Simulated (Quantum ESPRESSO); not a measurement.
Runs of Quantum ESPRESSO 7.5 on TePt. It takes space group P6_3/mmc (No. 194, hexagonal). Conventional cell: a = 4.263 Å, b = 4.263 Å, c = 5.662 Å, α = 90.00°, β = 90.00°, γ = 120.00°. Pt (site symmetry -3m) has 2 Pt at 2.83 Å and 6 Te at 2.84 Å as nearest neighbours. Te (site symmetry -6m2) is surrounded by 6 Pt at 2.84 Å. Measurements of this composition are mostly on another form, of space group No. 166.

```csv
task,level,potentials or basis,cell,k mesh,cutoff (eV),form of the LDA correlation,SCF threshold,symmetry,gap on the mesh (eV),pressure (GPa)
band structure,LDA,GBRV 1.5 LDA,as given,7 × 7 × 5,612,PZ81,8e-10 Ry,-,none,(a)
band structure,r2SCAN,SG15 PBE 1.2,as given,5 × 5 × 4,952,-,1e-08 Ry,off,none,-2.4
single point,PBEsol,GBRV 1.5 PBEsol,as given,7 × 7 × 5,612,-,8e-10 Ry,-,none,-4.2
single point,PBEsol,GBRV 1.5 PBEsol,"atoms moved at random, drawn with an rms of 0.05 Å",7 × 7 × 5,612,-,8e-10 Ry,-,none,-4.1
```

Alike in all rows: no spin polarisation; smearing fermi-dirac 0.05 eV.

Question: Estimate the missing entries.

Answer: (a) -6.5.

Caveats: spin-orbit coupling is left out, which moves the levels of the heavy elements (some runs); the potentials were made for another functional, which shifts forces and pressure (some runs).

A k mesh can miss the band edges, and the runs leave out spin-orbit coupling on Pt, Te.

A gap of «none» marks a metal or a gap under the smearing width.

The runs don't all hold the same shells in valence.
